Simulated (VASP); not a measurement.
The system is GaP.

```
CELL_PARAMETERS angstrom
0.00000 2.72525 2.72525
2.72525 0.00000 2.72525
2.72525 2.72525 0.00000
ATOMIC_POSITIONS crystal
Ga 0.00000 0.00000 0.00000
P 0.75000 0.75000 0.75000
```

Base run:

| Item | Value |
| --- | --- |
| Program | VASP 6.6.1 |
| Functional | PBE |
| Potentials or basis | VASP PAW PBE potentials, release 64 (Ga_d, P) |
| Cutoff | 520 eV |
| k mesh | 8 × 8 × 8 |
| Occupations | gaussian, width 0.029 eV |
| Spin | no spin polarisation |

Its results: band gap on the k mesh 1.64 eV, indirect (least direct gap 1.83 eV); pressure 2.4 GPa.

**Question.** The run is repeated on the same cell with these changes: potentials or basis from VASP PAW PBE potentials, release 64 (Ga_d, P) to VASP PAW PBE potentials, release 54 (Ga, P); cutoff from 520 eV to 500 eV; occupations from gaussian, width 0.029 eV to fermi-dirac, width 0.05 eV; valence electrons from 18 to 8. What comes out?

**Answer.** Band gap on the k mesh 1.67 eV, indirect (least direct gap 1.89 eV); pressure 4.0 GPa.

A k mesh can miss the band edges.
